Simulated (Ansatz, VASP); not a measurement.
## BaS: VASP beside Ansatz

File INCAR:

```
PREC = Accurate ; ENCUT = 520
EDIFF = 1E-7 ; ISMEAR = 0
SIGMA = 0.016 ; LREAL = False
LASPH = True ; NELM = 80
ALGO = Normal ; ISIF = 2
LWAVE = False ; LCHARG = True
GGA = PE ; LELF = True
LVHAR = True ; NBANDS = 15
```

File KPOINTS:

```
Automatic mesh
0
Gamma
  7 7 7
```

Contents of POSCAR:

```
BaS
1.0
    0.0000000000      3.1937500000      3.1937500000
    3.1937500000      0.0000000000      3.1937500000
    3.1937500000      3.1937500000      0.0000000000
Ba S
1 1
Direct
    0.0000000000      0.0000000000      0.0000000000
    0.5000000000      0.5000000000      0.5000000000
```

File input.yaml:

```yaml
crystal:
  lattice:
    - [0.0, 3.19375, 3.19375]
    - [3.19375, 0.0, 3.19375]
    - [3.19375, 3.19375, 0.0]
  atoms:
    - { symbol: Ba, position: [0.0, 0.0, 0.0] }
    - { symbol: S, position: [0.5, 0.5, 0.5] }
kpoints:
  mp_grid: { grid: [7, 7, 7] }
scf:
  occupations: { method: gaussian, width: 0.016 }
hamiltonian:
  xc: pbe
  pseudopotentials: { kind: all_electron, lapw: { basis_error: 0.001 } }
output:
  forces: true
  stress: true
  eigenvalues: true
```

Alike in both runs: task single point; functional PBE; k mesh 7 × 7 × 7; occupations gaussian, width 0.016 eV; no spin polarisation.

|  | VASP | Ansatz |
| --- | --- | --- |
| version | VASP 6.6.1 | Ansatz 0.2.0 |
| potentials or method | VASP PAW PBE potentials, release 64 (Ba_sv, S) | all-electron LAPW, scalar-relativistic |
| plane-wave cutoff (eV) | 520 | see its input |

VASP gave:

| Item | Value |
| --- | --- |
| gap on the k mesh at the Fermi level (eV) | 2.17 |
| least direct gap on the mesh (eV) | 2.31 |
| pressure (GPa) | 1.4 |

Task: What did Ansatz give for the same quantities?

Result: gap on the k mesh at the Fermi level (eV): 2.26; least direct gap on the mesh (eV): 2.38; pressure (GPa): 0.8.

Ansatz ran all-electron here, so the differences hold the error of VASP's frozen core and of both bases.

Caveats: spin-orbit coupling is left out, which moves the levels of the heavy elements; an odd mesh through Γ misses points on the zone boundary, where band edges often lie.
